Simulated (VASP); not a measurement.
# CdSe (F-43m) in VASP: settings compared

The runs below take CdSe through relaxation of cell and atoms, with LDA, r2SCAN, PBEsol, HSE06.

Program: VASP 6.6.1. These are calculated values, not measurements. Logs are shortened: lines on timing, memory, paths and dates and some standing lists are left out, and cuts for length are marked.

## (1) Starting point

It takes space group F-43m (No. 216, cubic). The conventional cell has a = 6.023 Å, b = 6.023 Å, c = 6.023 Å, α = 90.00°, β = 90.00°, γ = 90.00°. Around Cd (site symmetry -43m) lie 4 Se at 2.61 Å. Se (site symmetry -43m) is surrounded by 4 Cd at 2.61 Å.

Measurements of this composition are mostly on another form, of space group No. 186.

## (2) Relaxation of cell and atoms, LDA

Contents of INCAR:

```
PREC     = Accurate       # precision mode
ENCUT    = 600            # plane-wave cutoff, eV
EDIFF    = 1E-7           # SCF threshold, eV
ISMEAR   = 0              # smearing method
SIGMA    = 0.03           # smearing width, eV
LREAL    = F              # projectors in reciprocal space
LASPH    = T              # aspherical terms in the spheres
NELM     = 80             # most SCF steps
ALGO     = Normal         # electronic algorithm
ISIF     = 3              # what is computed and relaxed
LWAVE    = F              # write WAVECAR
LCHARG   = F              # write CHGCAR
IBRION   = 2              # ionic algorithm
NSW      = 90             # ionic steps
EDIFFG   = -0.005         # ionic threshold
```

Contents of KPOINTS:

```
Automatic mesh
0
Gamma
  8 8 8
```

Contents of POSCAR:

```
CdSe                                    
1.0
    0.0000000000      3.0112966499      3.0112966499
    3.0112966499      0.0000000000      3.0112966499
    3.0112966499      3.0112966499     -0.0000000000
  Cd              Se            
     1     1
Direct
     0.0000000000000000    0.0000000000000000    0.0000000000000000
     0.7500000000000000    0.7500000000000000    0.7500000000000000
```

Potentials or basis: VASP PAW LDA potentials, release 64 (Cd, Se).

Run with:

```bash
$ cat potpaw_LDA.64/Cd/POTCAR potpaw_LDA.64/Se/POTCAR > POTCAR
$ mpirun -np 1 vasp_std > vasp.out
```

OUTCAR:

```text
PREC = Accurate
   ENCUT = 600
   EDIFF = 1E-7
   ISMEAR = 0
   LREAL = F
   LASPH = T
   NELM = 80
   ISIF = 3
   IBRION = 2
   NSW = 90
   EDIFFG = -0.005

 ion  position               nearest neighbor table
   1  0.000  0.000  0.000-   2 2.61   2 2.61   2 2.61   2 2.61
   2  0.750  0.750  0.750-   1 2.61   1 2.61   1 2.61   1 2.61

  LATTYP: Found a face centered cubic cell.
 ALAT       =     6.0225932998

  Lattice vectors:

 A1 = (   0.0000000000,   3.0112966499,   3.0112966499)
 A2 = (   3.0112966499,   0.0000000000,   3.0112966499)
 A3 = (   3.0112966499,   3.0112966499,   0.0000000000)

Analysis of symmetry for initial positions (statically):
=====================================================================
 Subroutine PRICEL returns:
 Original cell was already a primitive cell.

 Routine SETGRP: Setting up the symmetry group for a
 face centered cubic supercell.

 Subroutine GETGRP returns: Found 24 space group operations
 (whereof 24 operations were pure point group operations)
 out of a pool of 48 trial point group operations.

The static configuration has the point symmetry T_d .

Analysis of symmetry for dynamics (positions and initial velocities):
=====================================================================
 Subroutine PRICEL returns:
 Original cell was already a primitive cell.

 Routine SETGRP: Setting up the symmetry group for a
 face centered cubic supercell.

 Subroutine GETGRP returns: Found 24 space group operations
 (whereof 24 operations were pure point group operations)
 out of a pool of 48 trial point group operations.

The dynamic configuration has the point symmetry T_d .

 Subroutine INISYM returns: Found 24 space group operations
 (whereof 24 operations are pure point group operations),
 and found     1 'primitive' translations

----------------------------------------------------------------------------------------

                                     Primitive cell

  volume of cell :      54.6123

  direct lattice vectors                    reciprocal lattice vectors
     0.000000000  3.011296650  3.011296650    -0.166041429  0.166041429  0.166041429
     3.011296650  0.000000000  3.011296650     0.166041429 -0.166041429  0.166041429
     3.011296650  3.011296650  0.000000000     0.166041429  0.166041429 -0.166041429

  length of vectors
     4.258616563  4.258616563  4.258616563     0.287592192  0.287592192  0.287592192

  position of ions in fractional coordinates (direct lattice)
     0.000000000  0.000000000  0.000000000
     0.750000000  0.750000000  0.750000000

[... 84 lines left out ...]
   POTIM  = 0.5000    time-step for ionic-motion
   TEBEG  =    0.0;   TEEND  =   0.0 temperature during run
   PSTRESS=    0.0 pullay stress
   NELECT =      18.0000    total number of electrons
   NUPDOWN=      -1.0000    fix difference up-down
   EMIN   =  10.00;   EMAX   =-10.00  energy-range for DOS
   EFERMI =   0.00;   METHOD = LEGACY
   ISMEAR =     0;   SIGMA  =   0.03  broadening in eV -4-tet -1-fermi 0-gaus
   EFERMI_NEDOS =   21; number of points for ismear=-14 and -15
   IALGO  =     38    algorithm
   IMIX   =      4    mixing-type and parameters
     AMIX     =   0.40;   BMIX     =  1.00
     AMIX_MAG =   1.60;   BMIX_MAG =  1.00
  volume/ion in A,a.u.               =      27.31       184.27
  Fermi-wavevector in a.u.,A,eV,Ry     =   1.130843  2.136982 17.399195  1.278805
  Thomas-Fermi vector in A             =   2.267540
   LORBIT       =      0    0 simple, 1 ext, 2 COOP (PROOUT), +10 PAW based schemes
   GGA     = CA    functional components
   LHFCALC =     F    Hartree Fock is set to
   AEXX    =    0.0000 exact exchange contribution
   IVDW    =     0    specifies the selected vdW correction
   LEPSILON=     F    determine dielectric tensor
   LRPA    =     F    only Hartree local field effects (RPA)
 conjugate gradient relaxation of ions
 non-spin polarized calculation
 Gauss-broadening in eV      SIGMA  =   0.03
  energy-cutoff  :      600.00
  volume of cell :       54.61
 maximum number of plane-waves:      1847
 NGX is ok and might be reduce to    36
   NGX = 17   NGY = 17   NGZ = 17

 number of electron      18.0000003 magnetization

 Free energy of the ion-electron system (eV)
  ---------------------------------------------------
  ext. energy  EPLUGINS =         0.00000000
  ---------------------------------------------------
  free energy    TOTEN  =        -6.76191018 eV

  energy without entropy =       -6.76191018  energy(sigma->0) =       -6.76191018

 E-fermi :   1.1955     XC(G=0):  -9.4218

 val. band max:        1.0590638051   @ k =   0.0000   0.0000   0.0000
 cond. band min:       1.4821682866   @ k =   0.0000   0.0000   0.0000
 fundamental gap:      0.4231044815
 Fermi energy:         1.1955143322

 k-point     1 :       0.0000    0.0000    0.0000
  band No.  band energies     occupation
      1     -11.7592      2.00000
      2      -7.0021      2.00000
      3      -7.0021      2.00000
      4      -7.0021      2.00000
      5      -6.5897      2.00000
      6      -6.5897      2.00000
      7       1.0591      2.00000
      8       1.0591      2.00000
      9       1.0591      2.00000
     10       1.4822      0.00000
     11       6.8541      0.00000
     12       6.8541      0.00000
     13       6.8541      0.00000
[... 354 lines left out ...]
  band No.  band energies     occupation
      1     -11.2888      2.00000
      2      -6.8618      2.00000
      3      -6.8326      2.00000
      4      -6.6141      2.00000
      5      -6.5726      2.00000
      6      -6.1785      2.00000
      7      -3.3292      2.00000
      8      -1.0738      2.00000
      9      -0.2610      2.00000
     10       4.8480      0.00000
     11       6.3331      0.00000
     12       7.8159      0.00000
     13       8.9857      0.00000

 [... further k-points ...]
[... 5 lines left out ...]
  --------------------------------------------------------------------------------------
  -------------------------------------------------------------------------------------
  Total        0.0035409      0.0035409      0.0035409      0.0000000      0.0000000      0.0000000
  in kB        0.1038796      0.1038796      0.1038796      0.0000000      0.0000000      0.0000000
  external PRESSURE =       0.1038796 kB  Pullay stress =       0.0000000 kB

 VOLUME and BASIS-vectors are now :
 -----------------------------------------------------------------------------
  energy-cutoff  :      600.00
  volume of cell :       54.61
      direct lattice vectors                 reciprocal lattice vectors
     0.000000000  3.011296650  3.011296650    -0.166041429  0.166041429  0.166041429
     3.011296650  0.000000000  3.011296650     0.166041429 -0.166041429  0.166041429
     3.011296650  3.011296650  0.000000000     0.166041429  0.166041429 -0.166041429

 POSITION                                       TOTAL-FORCE (eV/Angst)
 -----------------------------------------------------------------------------------
      0.00000      0.00000      0.00000         0.000000      0.000000      0.000000
      4.51694      4.51694      4.51694        -0.000000     -0.000000     -0.000000
 -----------------------------------------------------------------------------------
    total drift:                               -0.000000     -0.000000     -0.000000

  FREE ENERGIE OF THE ION-ELECTRON SYSTEM (eV)
  ---------------------------------------------------
  free  energy   TOTEN  =        -6.7619101773 eV

  energy  without entropy=       -6.7619101773  energy(sigma->0) =       -6.76191018

 reached required accuracy - stopping structural energy minimisation
```

CONTCAR:

```text
CdSe
   1.00000000000000
     0.0000000000000000    3.0112966498999998    3.0112966498999998
     3.0112966498999998    0.0000000000000000    3.0112966498999998
     3.0112966498999998    3.0112966498999998    0.0000000000000000
  Cd              Se
     1     1
Direct
     0.0000000000000000    0.0000000000000000    0.0000000000000000
     0.7500000000000000    0.7500000000000000    0.7500000000000000

  0.00000000E+00  0.00000000E+00  0.00000000E+00
  0.00000000E+00  0.00000000E+00  0.00000000E+00
```

Wall time 12 s (1 thread of AMD EPYC 9R45 (Zen 5), shared host); peak memory 0.15 GiB.

Results:

```
Free energy             : -6.7619 eV
Pressure after relaxing : 0.0 GPa
Band gap on the k mesh  : 0.42 eV, direct
```

Final structure:
```cif
data_structure
_symmetry_space_group_name_H-M 'P 1'
_symmetry_Int_Tables_number 1
_cell_length_a 4.2586
_cell_length_b 4.2586
_cell_length_c 4.2586
_cell_angle_alpha 60.000
_cell_angle_beta 60.000
_cell_angle_gamma 60.000
_cell_volume 54.61
loop_
_atom_site_label
_atom_site_type_symbol
_atom_site_fract_x
_atom_site_fract_y
_atom_site_fract_z
_atom_site_occupancy
Cd1 Cd 0.00000 0.00000 0.00000 1
Se1 Se 0.75000 0.75000 0.75000 1
```

Caveat: the relaxation stopped at its first step, so nothing moved. LDA gaps usually lie below the measured ones, often by a third to a half.

## (3) Relaxation of cell and atoms, r2SCAN

This run uses another cell than the first one, of 28.94 Å³/atom, 1.060 times its volume.

Contents of INCAR:

```
PREC = Accurate
ENCUT = 600
EDIFF = 1E-6
ISMEAR = 0
SIGMA = 0.03
LREAL = False
LASPH = True
NELM = 80
ALGO = Normal
ISIF = 3
LWAVE = False
LCHARG = False
METAGGA = R2SCAN
LMIXTAU = True
IBRION = 2
NSW = 90
EDIFFG = -0.01
```

Contents of KPOINTS:

```
regular mesh
0
Gamma
  8 8 8
```

Contents of POSCAR:

```
CdSe
1.0
    0.0000000000      3.0702711986      3.0702711986
    3.0702711986      0.0000000000      3.0702711986
    3.0702711986      3.0702711986      0.0000000000
Cd Se
1 1
Direct
    0.0000000000      0.0000000000      0.0000000000
    0.7500000000      0.7500000000      0.7500000000
```

Potentials or basis: VASP PAW PBE potentials, release 64 (Cd, Se).

Run with:

```bash
$ cat potpaw_PBE.64/Cd/POTCAR potpaw_PBE.64/Se/POTCAR > POTCAR
$ mpirun -np 1 vasp_std > vasp.out
```

It took 58 s on 1 thread of Intel Xeon 6975P-C (Granite Rapids), shared host; peak memory 0.23 GiB.

The run converged. Its results:

* Free energy: -35.9164 eV
* Pressure after relaxing: 0.0 GPa
* Band gap on the k mesh: 1.02 eV, direct

Final structure:
```cif
data_structure
_symmetry_space_group_name_H-M 'P 1'
_symmetry_Int_Tables_number 1
_cell_length_a 4.3420
_cell_length_b 4.3420
_cell_length_c 4.3420
_cell_angle_alpha 60.000
_cell_angle_beta 60.000
_cell_angle_gamma 60.000
_cell_volume 57.88
loop_
_atom_site_label
_atom_site_type_symbol
_atom_site_fract_x
_atom_site_fract_y
_atom_site_fract_z
_atom_site_occupancy
Cd1 Cd 0.00000 0.00000 0.00000 1
Se1 Se 0.75000 0.75000 0.75000 1
```

Levels at points of the mesh, in eV from the valence-band top:
| k point | band 7 | band 8 | band 9 | band 10 | band 11 | band 12 |
| --- | --- | --- | --- | --- | --- | --- |
| (0.00, 0.00, 0.00) | 0.00 | 0.00 | 0.00 | 1.02 | 6.47 | 6.47 |
| (0.50, 0.00, 0.00) | -4.26 | -0.72 | -0.72 | 2.82 | 6.92 | 6.92 |
| (0.50, 0.50, 0.00) | -3.95 | -1.79 | -1.79 | 3.51 | 4.13 | 9.55 |

Caveat: the relaxation stopped at its first step, so nothing moved; the PAW data sets were made with another functional, which shifts forces and pressure a little. r2SCAN opens gaps a little over a GGA but as a rule still falls short of measured ones.

## (4) Relaxation of cell and atoms, r2SCAN

This run uses another cell than the first one, of 28.94 Å³/atom, 1.060 times its volume.

INCAR: that of step 3 with these lines changed.

```diff
@@ -2,3 +2,3 @@
 ENCUT = 600
-EDIFF = 1E-6
+EDIFF = 1E-7
 ISMEAR = 0
@@ -16,2 +16,2 @@
 NSW = 90
-EDIFFG = -0.01
+EDIFFG = -0.005
```

KPOINTS is that of step 3.

Contents of POSCAR:

```
CdSe                                    
1.0
    0.0000000000      3.0702711986      3.0702711986
    3.0702711986      0.0000000000      3.0702711986
    3.0702711986      3.0702711986      0.0000000000
  Cd              Se            
     1     1
Direct
     0.0000000000000000    0.0000000000000000    0.0000000000000000
     0.7500000000000000    0.7500000000000000    0.7500000000000000
```

Run with:

```bash
$ cat potpaw_PBE.64/Cd/POTCAR potpaw_PBE.64/Se/POTCAR > POTCAR
$ mpirun -np 1 vasp_std > vasp.out
```

Run time: 60 s. Hardware: 1 thread of Intel Xeon 6975P-C (Granite Rapids), shared host; peak memory 0.23 GiB.

Results (log left out):

```
Free energy             : -35.9164 eV
Pressure after relaxing : 0.0 GPa
Band gap on the k mesh  : 1.02 eV, direct
```

Final structure:
```
CELL_PARAMETERS angstrom
0.00000 3.07027 3.07027
3.07027 0.00000 3.07027
3.07027 3.07027 0.00000
ATOMIC_POSITIONS crystal
Cd 0.00000 0.00000 0.00000
Se 0.75000 0.75000 0.75000
```

Levels at points of the mesh, in eV from the valence-band top:
```csv
k point,band 6,band 7,band 8,band 9,band 10,band 11,band 12,band 13
"(0.00, 0.00, 0.00)",-7.71,0.00,0.00,0.00,1.02,6.47,6.47,6.47
"(0.50, 0.00, 0.00)",-7.42,-4.26,-0.72,-0.72,2.82,6.92,6.92,7.73
"(0.50, 0.50, 0.00)",-7.36,-3.95,-1.79,-1.79,3.51,4.13,9.55,10.79
```

Caveat: the relaxation stopped at its first step, so nothing moved; the PAW data sets were made with another functional, which shifts forces and pressure a little. r2SCAN opens gaps a little over a GGA but as a rule still falls short of measured ones.

## (5) Relaxation of cell and atoms, PBEsol

This run uses another cell than the first one, of 28.94 Å³/atom, 1.060 times its volume.

Contents of INCAR:

```
PREC = Accurate
ENCUT = 600
EDIFF = 1E-6
ISMEAR = 0
SIGMA = 0.03
LREAL = False
LASPH = True
NELM = 80
ALGO = Normal
ISIF = 3
LWAVE = False
LCHARG = False
GGA = PS
IBRION = 2
NSW = 90
EDIFFG = -0.01
KPAR = 4
```

Contents of KPOINTS:

```
Automatic mesh
0
Gamma
  8 8 8
```

Contents of POSCAR:

```
CdSe
1.0
    0.0000000000      3.0702711986      3.0702711986
    3.0702711986      0.0000000000      3.0702711986
    3.0702711986      3.0702711986      0.0000000000
Cd Se
1 1
Direct
    0.0000000000      0.0000000000      0.0000000000
    0.7500000000      0.7500000000      0.7500000000
```

Run with:

```bash
$ cat potpaw_PBE.64/Cd/POTCAR potpaw_PBE.64/Se/POTCAR > POTCAR
$ mpirun -np 4 vasp_std > vasp.out
```

Wall time 20 s (4 MPI ranks of Intel Xeon Platinum 8488C (Sapphire Rapids), shared host); peak memory 0.22 GiB.

Results (log left out):

```yaml
Free_energy: -6.1778 eV
Relaxed_volume: 28.27 Å³/atom
Relaxed_cell: a = 4.308 Å, b = 4.308 Å, c = 4.308 Å, α = 60.00°, β = 60.00°, γ = 60.00°
Space_group_after_relaxing_to_0.05_Å: F-43m (No. 216)
Energy_gained_by_relaxing: 2.5 meV/atom
Ionic_steps: 3
Pressure_after_relaxing: 0.0 GPa
Band_gap_on_the_k_mesh: 0.47 eV, direct
```

Step by step:
| step | energy change (eV) | largest force (eV/Å) | pressure (GPa) | volume (Å³) |
| --- | --- | --- | --- | --- |
| 1 | 0.0000 | 0.0000 | -1.15 | 57.88 |
| 2 | -0.0045 | 0.0000 | 0.33 | 56.16 |
| 3 | -0.0049 | 0.0000 | 0.02 | 56.53 |

Final structure:
```
Cd Se
1.0
     0.00000    3.04621    3.04621
     3.04621    0.00000    3.04621
     3.04621    3.04621    0.00000
Cd Se
1 1
Direct
  0.00000 0.00000 0.00000
  0.75000 0.75000 0.75000
```

Levels at points of the mesh, in eV from the valence-band top:
| k point | band 7 | band 8 | band 9 | band 10 | band 11 | band 12 |
| --- | --- | --- | --- | --- | --- | --- |
| (0.00, 0.00, 0.00) | 0.00 | 0.00 | 0.00 | 0.47 | 5.85 | 5.85 |
| (0.50, 0.00, 0.00) | -4.42 | -0.75 | -0.75 | 2.28 | 6.36 | 6.36 |
| (0.50, 0.50, 0.00) | -4.11 | -1.86 | -1.86 | 3.01 | 3.67 | 8.96 |

Caveat: the PAW data sets were made with another functional, which shifts forces and pressure a little.

## (6) Relaxation of cell and atoms, HSE06

This run uses another cell than the first one, of 28.27 Å³/atom, 1.035 times its volume.

Contents of POSCAR:

```
CdSe                                    
1.0
    0.0000000000      3.0462087307      3.0462087307
    3.0462087307      0.0000000000      3.0462087307
    3.0462087307      3.0462087307      0.0000000000
  Cd              Se            
     1     1
Direct
     0.0000000000000000    0.0000000000000000    0.0000000000000000
     0.7500000000000000    0.7500000000000000    0.7500000000000000
```

Contents of INCAR.step1:

```
PREC = Accurate
ENCUT = 520
EDIFF = 1E-5
ISMEAR = 0
SIGMA = 0.03
LREAL = False
LASPH = True
NELM = 80
ALGO = Normal
LWAVE = True
LCHARG = False
KPAR = 4
GGA = PE
```

Contents of INCAR.step2:

```
PREC = Accurate
ENCUT = 520
EDIFF = 1E-6
ISMEAR = 0
SIGMA = 0.03
LREAL = False
LASPH = True
NELM = 80
ALGO = Normal
ISIF = 3
LWAVE = False
LCHARG = False
GGA = PE
LHFCALC = True
HFSCREEN = 0.2
PRECFOCK = Fast
IBRION = 2
NSW = 25
EDIFFG = -0.01
KPAR = 4
ISTART = 1
```

Contents of KPOINTS:

```
Automatic mesh
0
Gamma
  6 6 6
```

Potentials or basis: VASP PAW PBE potentials, release 64 (Cd, Se).

Run with:

```bash
$ cat potpaw_PBE.64/Cd/POTCAR potpaw_PBE.64/Se/POTCAR > POTCAR
$ cp INCAR.step1 INCAR
$ mpirun -np 4 vasp_std > vasp.out
$ cp INCAR.step2 INCAR
$ mpirun -np 4 vasp_std > vasp.out
```

It took 15 min on 4 MPI ranks of Intel Xeon Platinum 8488C (Sapphire Rapids), shared host; peak memory 0.29 GiB.

It converged, with:

* Free energy: -6.8668 eV
* Relaxed volume: 29.10 Å³/atom
* Relaxed cell: a = 4.350 Å, b = 4.350 Å, c = 4.350 Å, α = 60.00°, β = 60.00°, γ = 60.00°
* Space group after relaxing (to 0.05 Å): F-43m (No. 216)
* Energy gained by relaxing: 3.9 meV/atom
* Ionic steps: 3
* Pressure after relaxing: 0.0 GPa
* Band gap on the k mesh: 1.48 eV, direct

Step by step:
```tsv
step	energy change (eV)	largest force (eV/Å)	pressure (GPa)	volume (Å³)
1	0.0000	0.0000	1.53	56.53
2	-0.0070	0.0000	-0.48	58.77
3	-0.0078	0.0000	0.00	58.20
```

Final structure:
```yaml
crystal:
  lattice:
    - [0.00000, 3.07588, 3.07588]
    - [3.07588, 0.00000, 3.07588]
    - [3.07588, 3.07588, 0.00000]
  atoms:
    - { symbol: Cd, position: [0.00000, 0.00000, 0.00000] }
    - { symbol: Se, position: [0.75000, 0.75000, 0.75000] }
```

Levels at points of the mesh, in eV from the valence-band top:
```tsv
k point	band 5	band 6	band 7	band 8	band 9	band 10	band 11	band 12	band 13
(0.00, 0.00, 0.00)	-8.70	-8.70	0.00	0.00	0.00	1.48	6.99	6.99	6.99
(0.50, 0.00, 0.00)	-8.68	-8.39	-4.47	-0.75	-0.75	3.35	7.48	7.48	8.42
(0.50, 0.50, 0.00)	-8.65	-8.31	-4.18	-1.86	-1.86	4.03	4.73	10.18	11.40
```

Caveat: the PAW data sets were made with another functional, which shifts forces and pressure a little.

## (7) The runs side by side

| level | potentials or basis | k mesh | cutoff (eV) | grid for exact exchange (PRECFOCK) | screening parameter | gap on the mesh (eV) | pressure (GPa) | relaxed volume (Å³/atom) |
| --- | --- | --- | --- | --- | --- | --- | --- | --- |
| LDA | VASP PAW LDA potentials, release 64 (Cd, Se) | 8 × 8 × 8 | 600 | - | - | 0.42 | 0.0 | - |
| r2SCAN | VASP PAW PBE potentials, release 64 (Cd, Se) | 8 × 8 × 8 | 600 | - | - | 1.02 | 0.0 | - |
| PBEsol | VASP PAW PBE potentials, release 64 (Cd, Se) | 8 × 8 × 8 | 600 | - | - | 0.47 | 0.0 | 28.27 |
| HSE06 | VASP PAW PBE potentials, release 64 (Cd, Se) | 6 × 6 × 6 | 520 | Fast | 0.2 1/A | 1.48 | 0.0 | 29.10 |

Alike in all rows: task relaxation of cell and atoms; no spin polarisation; cell relaxed; smearing gaussian 0.03 eV.

Caveats: the PAW data sets were made with another functional, which shifts forces and pressure a little (some runs); the relaxation stopped at its first step, so nothing moved (some runs).

Total energies depend on the potentials used, so only differences within one code and one set of settings carry meaning.
